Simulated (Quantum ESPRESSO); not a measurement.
A run of Quantum ESPRESSO 7.5 is set up as follows.

Contents of pw.in:

```
&CONTROL
  calculation = 'vc-relax'
  prefix = 'pwscf'
  outdir = './tmp'
  pseudo_dir = './pseudo'
  tprnfor = .true.
  tstress = .true.
  disk_io = 'low'
  nstep = 40
  forc_conv_thr = 0.0004
  etot_conv_thr = 1d-05
/
&SYSTEM
  ibrav = 0
  nat = 2
  ntyp = 2
  ecutwfc = 56
  ecutrho = 448
  nbnd = 22
  occupations = 'smearing'
  smearing = 'fd'
  degauss = 0.00367493
  vdw_corr = 'grimme-d3'
  dftd3_version = 4
/
&ELECTRONS
  conv_thr = 4d-10
  electron_maxstep = 120
  mixing_beta = 0.5
/
&IONS
  ion_dynamics = 'bfgs'
/
&CELL
  cell_dynamics = 'bfgs'
  press = 0
  press_conv_thr = 0.3
/
ATOMIC_SPECIES
In   114.8180 in_pbesol_v1.4.uspp.F.UPF
Pd   106.4200 pd_pbesol_v1.4.uspp.F.UPF
CELL_PARAMETERS angstrom
   3.2718847800    0.0000000000    0.0000000000
   0.0000000000    3.2718847800    0.0000000000
   0.0000000000    0.0000000000    3.2718847800
ATOMIC_POSITIONS angstrom
In     0.0000000000    0.0000000000    0.0000000000
Pd     1.6359423900    1.6359423900    1.6359423900
K_POINTS automatic
8 8 8 0 0 0
```

Potentials or basis: GBRV 1.5 PBEsol.

Launch:

```sh
$ OMP_NUM_THREADS=1 mpirun -n 2 pw.x -nk 2 -in pw.in > pw.out
```

Question: Predict the relaxed cell.

Answer: a = 3.211 Å, b = 3.211 Å, c = 3.211 Å, α = 90.00°, β = 90.00°, γ = 90.00°.

Question: Predict the band gap on the k mesh.

Answer: None (metal or under the smearing width).

Question: What does it give for the space group after relaxing (to 0.05 Å)?

Answer: Pm-3m (No. 221).

Question: What does it give for the relaxed volume?

Answer: 16.55 Å³/atom.

The path:
```
step  energy change (eV)  largest force (eV/Å)  pressure (GPa)  volume (Å³)
   1              0.0000                0.0000           -7.38        35.03
   2             -0.0417                0.0000           -2.72        33.72
   3             -0.0470                0.0000            0.40        33.01
   4             -0.0471                0.0000           -0.02        33.10
```

Caveat: pairwise dispersion overbinds metals, which lowers pressure and volume.
